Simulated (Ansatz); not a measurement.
The system is AlNi3.

```
CELL_PARAMETERS angstrom
3.52305 0.00000 0.00000
0.00000 3.52305 0.00000
0.00000 0.00000 3.52305
ATOMIC_POSITIONS crystal
Ni 0.50000 0.50000 0.00000
Ni 0.50000 0.00000 0.50000
Ni 0.00000 0.50000 0.50000
Al 0.00000 0.00000 0.00000
```

The cell is a database's computed one.

Program: Ansatz 0.2.0. Alike in all runs: potentials or basis Ansatz PAW; spin collinear, ferromagnetic start; cell as given; cutoff (eV) 420; smearing fermi-dirac 0.05 eV.

Problem. Order these runs on this cell by their pressure, lowest first.
A. level RPBE; k mesh 8 × 8 × 8; points for each segment of the path 14
B. level PBE+U; U Ni d U = 8 eV; k mesh 6 × 6 × 6; hubbard projectors ortho-atomic (the default); double counting fll (the default)
C. level BLYP; k mesh 8 × 8 × 8; points for each segment of the path 14
D. level PBE+U; U Ni d U = 5 eV; k mesh 6 × 6 × 6; hubbard projectors ortho-atomic (the default); double counting fll (the default)
E. level PBEsol; k mesh 8 × 8 × 8; points for each segment of the path 14

Solution. E (-0.7 GPa), D (7.7 GPa), A (12.3 GPa), C (14.6 GPa), B (32.1 GPa).

Caveats: the PAW data sets come from PBE, with cores solved anew for the run's functional, which leaves a small shift of forces and pressure (some runs); the magnetic or orbital state may not be the lowest (some runs); the U is typed as a test and isn't derived for this compound (some runs); the density of states is complete only up to the lowest level of the last band computed (some runs); the potentials were made for another functional, which shifts forces and pressure (some runs); a pressure of tens of GPa on the cell as given is suspect, and the run, the potentials or the cell itself is likely at fault (some runs).

Not every run made on this cell is shown here.
